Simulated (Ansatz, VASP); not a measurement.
# Two plane-wave programs on C

```
C
1.0
     2.46281    0.00000    0.00000
    -1.23141    2.13286    0.00000
     0.00000    0.00000    6.55335
C
4
Direct
  0.00000 0.00000 0.25000
  0.00000 0.00000 0.75000
  0.33333 0.66667 0.25000
  0.66667 0.33333 0.75000
```

Alike in both runs: functional PBE; dispersion D3(BJ); k mesh 21 × 21 × 6; occupations gaussian, width 0.1 eV; no spin polarisation.

Ansatz relaxed the structure, and its values are those at the end. VASP's run is a single point on that final structure, the one shown.

```csv
,VASP,Ansatz
version,VASP 6.6.1,Ansatz 0.2.0
potentials or method,"VASP PAW PBE potentials, release 64 (C)","scalar-relativistic, plane waves, PAW"
plane-wave cutoff (eV),520,420
valence electrons in the cell,16,16
```

VASP gave:

```
gap on the k mesh at the Fermi level (eV) : none
pressure (GPa)                            : 1.6
```

Problem. Estimate Ansatz's values.

Solution. gap on the k mesh at the Fermi level (eV): none; pressure (GPa): 1.1.

A gap of «none» marks a metal or a gap that the smearing closes.
